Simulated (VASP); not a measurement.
# ZrB2 (P6/mmm) in VASP: notebook

Aim: see how the results for ZrB2 move with the level of theory and the settings. Levels: PBE+D3(BJ), vdW-DF-cx, BLYP+D4, PBE, LDA. Tasks: relaxation of cell and atoms, single point, atomic charges.

Everything below comes from runs of VASP 6.6.1. Logs are shortened: lines on timing, memory, paths and dates and some standing lists are left out, and cuts for length are marked.

### Step 1. Starting point

It takes space group P6/mmm (No. 191, hexagonal). The conventional cell has a = 3.170 Å, b = 3.170 Å, c = 3.533 Å, α = 90.00°, β = 90.00°, γ = 120.00°. Around Zr (site symmetry 6/mmm) lie 12 B at 2.54 Å. B (site symmetry -6m2) is surrounded by 3 B at 1.83 Å.

### Step 2. Relaxation of cell and atoms, PBE+D3(BJ)

Contents of INCAR:

```
PREC = Accurate
ENCUT = 600
EDIFF = 1E-6
ISMEAR = -1
SIGMA = 0.05
LREAL = F
LASPH = T
NELM = 60
ALGO = Fast
ISIF = 3
LWAVE = F
LCHARG = F
GGA = PE
IVDW = 12
IBRION = 2
NSW = 40
EDIFFG = -0.005
```

Contents of KPOINTS:

```
regular mesh
0
Gamma
  8 8 8
```

Contents of POSCAR:

```
ZrB2
1.0
    3.1700000000      0.0000000000      0.0000000000
   -1.5850000000      2.7453005300      0.0000000000
    0.0000000000      0.0000000000      3.5330000000
Zr B
1 2
Direct
    0.0000000000      0.0000000000      0.0000000000
    0.6666666667      0.3333333333      0.5000000000
    0.3333333333      0.6666666667      0.5000000000
```

Potentials or basis: VASP PAW PBE potentials, release 64 (Zr_sv, B).

The run is started by

```sh
cat potpaw_PBE.64/Zr_sv/POTCAR potpaw_PBE.64/B/POTCAR > POTCAR
mpirun -np 1 vasp_std > vasp.out
```

OUTCAR:

```text
PREC = Accurate
   ENCUT = 600
   EDIFF = 1E-6
   ISMEAR = -1
   LREAL = F
   LASPH = T
   NELM = 60
   ISIF = 3
   GGA = PE
   IVDW = 12
   IBRION = 2
   NSW = 40
   EDIFFG = -0.005
 IVDW          = 12

 ion  position               nearest neighbor table
   1  0.000  0.000  0.000-   2 2.54   3 2.54   2 2.54   3 2.54   2 2.54   2 2.54   3 2.54   3 2.54
                             2 2.54   2 2.54   3 2.54   3 2.54
   2  0.667  0.333  0.500-   3 1.83   3 1.83   3 1.83   1 2.54   1 2.54   1 2.54   1 2.54   1 2.54
                             1 2.54
   3  0.333  0.667  0.500-   2 1.83   2 1.83   2 1.83   1 2.54   1 2.54   1 2.54   1 2.54   1 2.54
                             1 2.54

  LATTYP: Found a hexagonal cell.
 ALAT       =     3.1700000000
 C/A-ratio  =     1.1145110410

  Lattice vectors:

 A1 = (   3.1700000000,   0.0000000000,   0.0000000000)
 A2 = (  -1.5850000000,   2.7453005300,   0.0000000000)
 A3 = (   0.0000000000,   0.0000000000,   3.5330000000)

Analysis of symmetry for initial positions (statically):
=====================================================================
 Subroutine PRICEL returns:
 Original cell was already a primitive cell.

 Routine SETGRP: Setting up the symmetry group for a
 hexagonal supercell.

 Subroutine GETGRP returns: Found 24 space group operations
 (whereof 24 operations were pure point group operations)
 out of a pool of 24 trial point group operations.

The static configuration has the point symmetry D_6h.

Analysis of symmetry for dynamics (positions and initial velocities):
=====================================================================
 Subroutine PRICEL returns:
 Original cell was already a primitive cell.

 Routine SETGRP: Setting up the symmetry group for a
 hexagonal supercell.

 Subroutine GETGRP returns: Found 24 space group operations
 (whereof 24 operations were pure point group operations)
 out of a pool of 24 trial point group operations.

The dynamic configuration has the point symmetry D_6h.

 Subroutine INISYM returns: Found 24 space group operations
 (whereof 24 operations are pure point group operations),
 and found     1 'primitive' translations

----------------------------------------------------------------------------------------

                                     Primitive cell

  volume of cell :      30.7463

  direct lattice vectors                    reciprocal lattice vectors
     3.170000000  0.000000000  0.000000000     0.315457413  0.182129422  0.000000000
    -1.585000000  2.745300530  0.000000000     0.000000000  0.364258845  0.000000000
     0.000000000  0.000000000  3.533000000     0.000000000  0.000000000  0.283045570

  length of vectors
     3.170000000  3.170000000  3.533000000     0.364258845  0.364258845  0.283045570

  position of ions in fractional coordinates (direct lattice)
     0.000000000  0.000000000  0.000000000
     0.666666667  0.333333333  0.500000000
     0.333333333  0.666666667  0.500000000

  ion indices of the primitive-cell ions
   primitive index   ion index
                 1           1
                 2           2
                 3           3

----------------------------------------------------------------------------------------

 KPOINTS: regular mesh

Automatic generation of k-mesh.
 Grid dimensions read from file:
 generate k-points for:    8    8    8

 Generating k-lattice:

  Cartesian coordinates                     Fractional coordinates (reciprocal lattice)
     0.039432177  0.022766178  0.000000000     0.125000000  0.000000000  0.000000000
     0.000000000  0.045532356  0.000000000     0.000000000  0.125000000  0.000000000
     0.000000000  0.000000000  0.035380696     0.000000000  0.000000000  0.125000000

  Length of vectors
     0.045532356  0.045532356  0.035380696

  Shift w.r.t. Gamma in fractional coordinates (k-lattice)
     0.000000000  0.000000000  0.000000000

 Subroutine IBZKPT returns following result:
 ===========================================

 Found     50 irreducible k-points:

 Following reciprocal coordinates:
            Coordinates               Weight
  0.000000  0.000000  0.000000      1.000000
  0.125000  0.000000  0.000000      6.000000
  0.250000  0.000000  0.000000      6.000000
  0.375000  0.000000  0.000000      6.000000
  0.500000  0.000000  0.000000      3.000000
  0.125000  0.125000  0.000000      6.000000
[... 16 lines left out ...]
  0.250000  0.000000  0.250000     12.000000
  0.375000  0.000000  0.250000     12.000000
 [... further k-points ...]
   k-points           NKPTS =     50   k-points in BZ     NKDIM =     50   number of bands    NBANDS=     13
   number of dos      NEDOS =    301   number of ions     NIONS =      3
   total plane-waves  NPLWV =  21952
   dimension x,y,z NGX =    28 NGY =   28 NGZ =   28
   dimension x,y,z NGXF=    56 NGYF=   56 NGZF=   56
   ions per type =               1   2
   NGX,Y,Z   is equivalent  to a cutoff of  14.68, 14.68, 13.18 a.u.
   NGXF,Y,Z  is equivalent  to a cutoff of  29.37, 29.37, 26.35 a.u.
 SYSTEM =  unknown system
   PREC   = accura    normal or accurate (medium, high low for compatibility)
   ISTART =      0    job   : 0-new  1-cont  2-samecut
   ICHARG =      2    charge: 1-file 2-atom 10-const
   ISPIN  =      1    spin polarized calculation?
   LNONCOLLINEAR =      F non collinear calculations
   LSORBIT =      F    spin-orbit coupling
   LASPH  =      T    aspherical Exc in radial PAW
   ENCUT  =  600.0 eV  44.10 Ry    6.64 a.u.   6.33  6.33  7.06*2*pi/ulx,y,z
   NELM   =     60;   NELMIN=  2; NELMDL= -5     # of ELM steps
   EDIFF  = 0.1E-05   stopping-criterion for ELM
   LREAL  =      F    real-space projection
   EDIFFG = -.5E-02   stopping-criterion for IOM
   NSW    =     40    number of steps for IOM
   IBRION =      2    ionic relax: 0-MD 1-quasi-New 2-CG
   NFREE  =      1    steps in history (QN), initial steepest desc. (CG)
   ISIF   =      3    stress and relaxation
   ISYM   =      2    0-nonsym 1-usesym 2-fastsym
   POTIM  = 0.5000    time-step for ionic-motion
   TEBEG  =    0.0;   TEEND  =   0.0 temperature during run
   PSTRESS=    0.0 pullay stress
   NELECT =      18.0000    total number of electrons
   NUPDOWN=      -1.0000    fix difference up-down
   EMIN   =  10.00;   EMAX   =-10.00  energy-range for DOS
   EFERMI =   0.00;   METHOD = LEGACY
   ISMEAR =    -1;   SIGMA  =   0.05  broadening in eV -4-tet -1-fermi 0-gaus
   EFERMI_NEDOS =   21; number of points for ismear=-14 and -15
   IALGO  =     68    algorithm
   IMIX   =      4    mixing-type and parameters
     AMIX     =   0.40;   BMIX     =  1.00
     AMIX_MAG =   1.60;   BMIX_MAG =  1.00
  volume/ion in A,a.u.               =      10.25        69.16
  Fermi-wavevector in a.u.,A,eV,Ry     =   1.369519  2.588016 25.518847  1.875582
  Thomas-Fermi vector in A             =   2.495387
   LORBIT       =      0    0 simple, 1 ext, 2 COOP (PROOUT), +10 PAW based schemes
   GGA     = PE    functional components
   LHFCALC =     F    Hartree Fock is set to
   AEXX    =    0.0000 exact exchange contribution
   IVDW    =    12    specifies the selected vdW correction
   LEPSILON=     F    determine dielectric tensor
   LRPA    =     F    only Hartree local field effects (RPA)
 conjugate gradient relaxation of ions
 non-spin polarized calculation
 RMM-DIIS sequential band-by-band and
  energy-cutoff  :      600.00
  volume of cell :       30.75
 maximum number of plane-waves:      1046
 NGX is ok and might be reduce to    28
   NGX = 13   NGY = 13   NGZ = 15

--------------------------------------- Ionic step        1  -------------------------------------------

 number of electron      18.0000000 magnetization

 Free energy of the ion-electron system (eV)
  ---------------------------------------------------
  ext. energy  EPLUGINS =         0.00000000
  ---------------------------------------------------
  free energy    TOTEN  =       -24.97856108 eV

  energy without entropy =      -24.97570538  energy(sigma->0) =      -24.97713323

------------------------ aborting loop because EDIFF is reached ----------------------------------------

 Edisp (eV)   -1.16986

 E8    (eV) :    -0.5165

  FORCE on cell =-STRESS in cart. coord.  units (eV):
  Direction    XX          YY          ZZ          XY          YZ          ZX
  --------------------------------------------------------------------------------------
  -------------------------------------------------------------------------------------
  Total      -1.05449    -1.05449    -0.96749    -0.00000    -0.00000     0.00000
  in kB     -54.94888   -54.94888   -50.41575    -0.00000    -0.00000     0.00000
  external pressure =      -53.44 kB  Pullay stress =        0.00 kB
[... 268 lines left out ...]
  energy  without entropy=      -26.1571029159  energy(sigma->0) =      -26.15850489

--------------------------------------- Ionic step        8  -------------------------------------------

 number of electron      18.0000000 magnetization

 Free energy of the ion-electron system (eV)
  ---------------------------------------------------
  ext. energy  EPLUGINS =         0.00000000
  ---------------------------------------------------
  free energy    TOTEN  =       -24.96308310 eV

  energy without entropy =      -24.96029121  energy(sigma->0) =      -24.96168716

 E-fermi :  10.7215     XC(G=0): -12.5483

 val. band max:       10.7153959102   @ k =   0.1250   0.1250   0.2500
 cond. band min:      10.8628367723   @ k =   0.0000   0.0000   0.2500
 fundamental gap:      0.1474408620
 Fermi energy:        10.7215199828

 k-point     1 :       0.0000    0.0000    0.0000
  band No.  band energies     occupation
      1     -37.7785      2.00000
      2     -15.9850      2.00000
      3     -15.3893      2.00000
      4     -15.3893      2.00000
      5      -2.0615      2.00000
      6       8.0986      2.00000
      7       8.0986      2.00000
      8       8.1432      2.00000
      9       8.4357      2.00000
     10      14.2791      0.00000
     11      14.2791      0.00000
     12      15.0686      0.00000
     13      15.0686      0.00000
[... 353 lines left out ...]
 k-point    24 :       0.3750    0.0000    0.2500
  band No.  band energies     occupation
      1     -37.6595      2.00000
      2     -16.2282      2.00000
      3     -15.9919      2.00000
      4     -15.5660      2.00000
      5       0.6043      2.00000
      6       3.6201      2.00000
      7       6.9761      2.00000
      8       7.4097      2.00000
      9       8.2531      2.00000
     10      12.4864      0.00000
     11      14.2640      0.00000
     12      15.9896      0.00000
     13      16.0612      0.00000

 [... further k-points ...]

------------------------ aborting loop because EDIFF is reached ----------------------------------------

 Edisp (eV)   -1.19683

 E8    (eV) :    -0.5284

  FORCE on cell =-STRESS in cart. coord.  units (eV):
  Direction    XX          YY          ZZ          XY          YZ          ZX
  --------------------------------------------------------------------------------------
  -------------------------------------------------------------------------------------
  Total       0.00066     0.00066     0.00017     0.00000     0.00000    -0.00000
  in kB       0.03511     0.03511     0.00908     0.00000     0.00000    -0.00000
  external pressure =        0.03 kB  Pullay stress =        0.00 kB
[... 18 lines left out ...]
  FREE ENERGIE OF THE ION-ELECTRON SYSTEM (eV)
  ---------------------------------------------------
  free  energy   TOTEN  =       -26.1599083314 eV

  energy  without entropy=      -26.1571164471  energy(sigma->0) =      -26.15851239

 reached required accuracy - stopping structural energy minimisation
```

It took 84 s on 1 thread of AMD EPYC 9R45 (Zen 5), shared host; peak memory 0.16 GiB.

What came out:

| Item | Value |
| --- | --- |
| Free energy | -26.1599 eV |
| Relaxed volume | 10.02 Å³/atom |
| Relaxed cell | a = 3.147 Å, b = 3.147 Å, c = 3.507 Å, α = 90.00°, β = 90.00°, γ = 120.00° |
| Space group after relaxing (to 0.05 Å) | P6/mmm (No. 191) |
| Energy gained by relaxing | 3.8 meV/atom |
| Ionic steps | 8 |
| Pressure after relaxing | 0.0 GPa |
| Band gap on the k mesh | none (metal or under the smearing width) |
| Dispersion energy per atom | -0.399 eV |

The path:
```tsv
step	energy change (eV)	largest force (eV/Å)	pressure (GPa)	volume (Å³)
1	0.0000	0.0000	-5.34	30.75
2	0.0070	0.0000	7.32	29.25
3	-0.0115	0.0000	-0.04	30.08
4	-0.0115	0.0000	0.08	30.06
5	-0.0115	0.0000	-0.10	30.08
6	-0.0115	0.0000	-0.07	30.08
7	-0.0115	0.0000	-0.05	30.08
8	-0.0115	0.0000	0.00	30.07
```

Final structure:
```yaml
crystal:
  lattice:
    - [3.14662, 0.00000, 0.00000]
    - [-1.57331, 2.72505, 0.00000]
    - [0.00000, 0.00000, 3.50661]
  atoms:
    - { symbol: Zr, position: [0.00000, 0.00000, 0.00000] }
    - { symbol: B, position: [0.66667, 0.33333, 0.50000] }
    - { symbol: B, position: [0.33333, 0.66667, 0.50000] }
```

Caveat: pairwise dispersion overbinds metals, which lowers pressure and volume.

### Step 3. Single point, vdW-DF-cx

Contents of run.py:

```python
from ase.calculators.vasp import Vasp
from ase.dft.bandgap import bandgap
from ase.io import read

atoms = read('ZrB2.cif', primitive_cell=True, subtrans_included=False)
calc = Vasp(
    directory='calc',
    xc='vdw-df-cx',
    pp='PBE',
    setups='minimal',
    pp_version='54',
    prec='Accurate',
    encut=500,
    ediff=1e-06,
    ismear=0,
    sigma=0.05,
    lreal=False,
    lasph=True,
    nelm=100,
    algo='Normal',
    isif=2,
    lwave=False,
    lcharg=False,
    kpts=[10, 10, 8],
    gamma=True,
)
atoms.calc = calc

print('energy (eV):', atoms.get_potential_energy())
print('free energy (eV):', atoms.get_potential_energy(force_consistent=True))
print('forces (eV/A):')
print(atoms.get_forces())
print('stress (eV/A^3, Voigt):', atoms.get_stress())
print('Fermi level (eV):', calc.get_fermi_level())
gap, top, bottom = bandgap(calc)
print('band gap (eV):', gap, 'from (spin, k, band)', top, 'to', bottom)
```

Contents of ZrB2.cif:

```cif
data_ZrB2
_cell_length_a 3.17000000
_cell_length_b 3.17000000
_cell_length_c 3.53300000
_cell_angle_alpha 90.00000000
_cell_angle_beta 90.00000000
_cell_angle_gamma 120.00000000
_space_group_name_H-M_alt 'P6/mmm'
_space_group_name_Hall '-P 6 2'
_space_group_IT_number 191
loop_
_space_group_symop_operation_xyz
'x,y,z'
'-x,-y,-z'
'x-y,x,z'
'-x+y,-x,-z'
'-y,x-y,z'
'y,-x+y,-z'
'-x,-y,z'
'x,y,-z'
'-x+y,-x,z'
'x-y,x,-z'
'y,-x+y,z'
'-y,x-y,-z'
'-y,-x,-z'
'y,x,z'
'-x,-x+y,-z'
'x,x-y,z'
'-x+y,y,-z'
'x-y,-y,z'
'y,x,-z'
'-y,-x,z'
'x,x-y,-z'
'-x,-x+y,z'
'x-y,-y,-z'
'-x+y,y,z'
loop_
_atom_site_label
_atom_site_type_symbol
_atom_site_symmetry_multiplicity
_atom_site_Wyckoff_symbol
_atom_site_fract_x
_atom_site_fract_y
_atom_site_fract_z
_atom_site_occupancy
Zr1 Zr 1 a 0.0000000000 0.0000000000 0.0000000000 1
B1 B 2 d 0.6666666667 0.3333333333 0.5000000000 1
```

Potentials or basis: VASP PAW PBE potentials, release 54 (Zr_sv, B).

The run is started by

```sh
python run.py
```

Run time: 26 s. Hardware: 1 thread of Intel Xeon 6975P-C (Granite Rapids), shared host; peak memory 0.28 GiB.

The run converged. Its results:

- Free energy: -21.7129 eV
- Pressure: -1.3 GPa
- Band gap on the k mesh: none (metal or under the smearing width)

Stress tensor (GPa, compression positive):
```
-1.34  0.00  0.00
 0.00 -1.34  0.00
 0.00  0.00 -1.08
```

Levels at points of the mesh, in eV from the Fermi level:
| k point | band 7 | band 8 | band 9 | band 10 | band 11 | band 12 |
| --- | --- | --- | --- | --- | --- | --- |
| (0.00, 0.00, 0.00) | -2.50 | -2.48 | -2.20 | 3.51 | 3.51 | 4.29 |
| (0.50, 0.00, 0.00) | -3.76 | -2.90 | -2.57 | 2.38 | 2.42 | 5.03 |
| (0.00, 0.00, 0.50) | -0.81 | -0.81 | 0.46 | 0.46 | 0.88 | 0.88 |
| (0.50, 0.00, 0.50) | -4.47 | -4.01 | -1.86 | 3.84 | 4.24 | 5.39 |

Caveat: the PAW data sets were made with another functional, which shifts forces and pressure a little.

### Step 4. Atomic charges, BLYP+D4, non-collinear spin, ferromagnetic start, spin-orbit coupling

Contents of INCAR:

```
PREC = Accurate
ENCUT = 520
EDIFF = 1E-7
ISMEAR = 0
SIGMA = 0.05
LREAL = False
LASPH = True
NELM = 100
ALGO = Fast
ISIF = 2
LWAVE = False
LCHARG = True
MAGMOM = 0.354 0.354 0 0 0 0 0 0 0
LORBIT = 11
LSORBIT = True
GGA_COMPAT = False
LORBMOM = True
LMAXMIX = 4
GGA = B5
ALDAX = 1.0
AGGAX = 1.0
AGGAC = 1.0
ALDAC = 0.0
IVDW = 13
VDW_S6 = 1.0
VDW_S8 = 2.34076671
VDW_A1 = 0.44488865
VDW_A2 = 4.0933009
LVHAR = True
```

Contents of KPOINTS:

```
regular mesh
0
Gamma
  7 7 6
```

POSCAR is that of step 2.

Potentials or basis: VASP PAW PBE potentials, release 64 (Zr_sv, B).

The run is started by

```sh
cat potpaw_PBE.64/Zr_sv/POTCAR potpaw_PBE.64/B/POTCAR > POTCAR
mpirun -np 1 vasp_ncl > vasp.out
```

It took 6.6 min on 1 thread of Intel Xeon 6975P-C (Granite Rapids), shared host; peak memory 0.32 GiB.

It converged, with:

* Free energy: -23.9355 eV
* Pressure: -3.4 GPa
* Net moment: 0.00 μB per cell
* Valence electrons inside the program's atomic spheres: Zr 9.99; B 1.93
* Dispersion energy per atom: -0.594 eV

Stress tensor (GPa, compression positive):
```
-3.86  0.00  0.00
 0.00 -3.86  0.00
 0.00  0.00 -2.46
```

Moments on the atoms (μB; x, y, z):
```
Zr  0.00 0.00 0.00
B   0.00 0.00 0.00
B   0.00 0.00 0.00
```

Caveat: the PAW data sets were made with another functional, which shifts forces and pressure a little.

(Part 1 of 2 ends here.)
